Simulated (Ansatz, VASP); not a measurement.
# Two plane-wave programs on NiO

INCAR

```
PREC = Accurate ; ENCUT = 900
EDIFF = 1E-6 ; ISMEAR = -1
SIGMA = 0.05 ; LREAL = False
LASPH = True ; NELM = 150
ALGO = Fast ; ISIF = 2
LWAVE = False ; LCHARG = False
ISPIN = 2 ; MAGMOM = 1 0
LORBIT = 11 ; LMAXMIX = 4
GGA = PE ; NBANDS = 19
```

The input KPOINTS:

```
Automatic mesh
0
Gamma
  11 11 11
```

POSCAR

```
NiO
1.0
    0.0000000000      2.0859016414      2.0859016414
    2.0859016414      0.0000000000      2.0859016414
    2.0859016414      2.0859016414      0.0000000000
Ni O
1 1
Direct
    0.0000000000      0.0000000000      0.0000000000
    0.5000000000      0.5000000000      0.5000000000
```

Contents of KPOINTS_OPT:

```
path GXWKGLUWLK,UX
15
line-mode
reciprocal
 0.0000000000  0.0000000000  0.0000000000  G
 0.5000000000  0.0000000000  0.5000000000  X

 0.5000000000  0.0000000000  0.5000000000  X
 0.5000000000  0.2500000000  0.7500000000  W

 0.5000000000  0.2500000000  0.7500000000  W
 0.3750000000  0.3750000000  0.7500000000  K

 0.3750000000  0.3750000000  0.7500000000  K
 0.0000000000  0.0000000000  0.0000000000  G

 0.0000000000  0.0000000000  0.0000000000  G
 0.5000000000  0.5000000000  0.5000000000  L

 0.5000000000  0.5000000000  0.5000000000  L
 0.6250000000  0.2500000000  0.6250000000  U

 0.6250000000  0.2500000000  0.6250000000  U
 0.5000000000  0.2500000000  0.7500000000  W

 0.5000000000  0.2500000000  0.7500000000  W
 0.5000000000  0.5000000000  0.5000000000  L

 0.5000000000  0.5000000000  0.5000000000  L
 0.3750000000  0.3750000000  0.7500000000  K

 0.6250000000  0.2500000000  0.6250000000  U
 0.5000000000  0.0000000000  0.5000000000  X
```

File input.yaml:

```yaml
crystal:
  lattice:
    - [0.0, 2.0859016414, 2.0859016414]
    - [2.0859016414, 0.0, 2.0859016414]
    - [2.0859016414, 2.0859016414, 0.0]
  atoms:
    - { symbol: Ni, position: [0.0, 0.0, 0.0], spin: 1.0 }
    - { symbol: O, position: [0.5, 0.5, 0.5] }
hamiltonian:
  xc: pbe
  pseudopotentials: { kind: paw }
magnetization:
  spin_polarized: true
kpoints:
  mp_grid: { grid: [11, 11, 11] }
  band_path:
    path:
      - [[0.0, 0.0, 0.0], [0.5, 0.0, 0.5], [0.5, 0.25, 0.75], [0.375, 0.375, 0.75], [0.0, 0.0, 0.0], [0.5, 0.5, 0.5], [0.625, 0.25, 0.625], [0.5, 0.25, 0.75], [0.5, 0.5, 0.5], [0.375, 0.375, 0.75]]
      - [[0.625, 0.25, 0.625], [0.5, 0.0, 0.5]]
    npoints: 14
scf:
  occupations: { method: fermi_dirac, width: 0.05 }
  n_extra_bands: 6
output:
  forces: true
  stress: true
  eigenvalues: true
  fatbands: false
```

Alike in both runs: task band structure; functional PBE; k mesh 11 × 11 × 11; occupations fermi-dirac, width 0.05 eV; collinear spin, ferromagnetic start.

|  | VASP | Ansatz |
| --- | --- | --- |
| version | VASP 6.6.1 | Ansatz 0.2.0 |
| potentials or method | VASP PAW PBE potentials, release 64 (Ni, O_h) | Ansatz PAW |
| plane-wave cutoff (eV) | 900 | 420 |
| valence electrons in the cell | 16 | 24 |

```tsv
	VASP	Ansatz	Ansatz less VASP
gap on the k mesh at the Fermi level (eV)	none	none	-
net moment per atom (μB)	0.84	0.86	+0.028
size of the moment on the site where the two differ most (μB)	0.19	0.27	+0.081
```

Site moments also hang on the region over which each program counts them. A gap of «none» marks a metal or a gap that the smearing closes. The two sets of potentials don't hold the same shells in valence.

Caveats: a cell with one magnetic atom can't hold antiferromagnetic order, which such compounds often take; semilocal functionals often make such compounds metallic where correlation or magnetic order opens a gap, which also shifts bond lengths.
